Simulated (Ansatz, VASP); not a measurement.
TaSi: VASP beside Ansatz

```
CELL_PARAMETERS angstrom
3.15756 0.00000 0.00000
0.00000 3.15756 0.00000
0.00000 0.00000 3.15756
ATOMIC_POSITIONS crystal
Ta 0.00000 0.00000 0.00000
Si 0.50000 0.50000 0.50000
```

Alike in both runs: functional PBE; k mesh 13 × 13 × 13; occupations fermi-dirac, width 0.05 eV; no spin polarisation.

Ansatz relaxed the structure, and its values are those at the end. VASP's run is a single point on that final structure, the one shown.

|  | VASP | Ansatz |
| --- | --- | --- |
| version | VASP 6.6.1 | Ansatz 0.2.0 |
| potentials or method | VASP PAW PBE potentials, release 64 (Ta_pv, Si), cutoff 520 eV | all-electron LAPW, scalar-relativistic |

```csv
,VASP,Ansatz,Ansatz less VASP
pressure (GPa),-0.8,-0.9,-0.19
```

Ansatz ran all-electron here, so the differences hold the error of VASP's frozen core and of both bases.

The runs have no spin-orbit coupling, so splittings on Ta are missing.
